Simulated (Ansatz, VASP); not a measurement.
## One calculation of CdSe, two programs

```
Cd Se
1.0
     0.00000    3.03710    3.10975
     3.03710    0.00000    3.10975
     3.03710    3.03710    0.00000
Cd Se
1 1
Cartesian
  0.0000 0.0000 0.0000
  1.5186 1.5186 1.5549
```

Change from the starting cell: epitaxial_xy strain -1.0%.

Alike in both runs: task single point; functional r2SCAN; k mesh 8 × 8 × 8; no spin polarisation.

|  | VASP | Ansatz |
| --- | --- | --- |
| version | VASP 6.6.1 | Ansatz 0.2.0 |
| potentials or method | VASP PAW PBE potentials, release 64 (Cd, Se) | plane waves, PAW |
| plane-wave cutoff (eV) | 520 | 500 |
| occupations | gaussian, width 0.01 eV | fixed |
| valence electrons in the cell | 18 | 36 |

|  | VASP | Ansatz | Ansatz less VASP |
| --- | --- | --- | --- |
| gap on the k mesh at the Fermi level (eV) | 1.01 | 1.02 | +0.010 |
| pressure (GPa) | 0.5 | 0.3 | -0.25 |
| largest component of the traceless stress (GPa) | 0.28 | 0.28 | +0.003 |

The two sets of potentials don't hold the same shells in valence.

Caveats: the PAW data sets were made with another functional, which shifts forces and pressure a little (VASP).
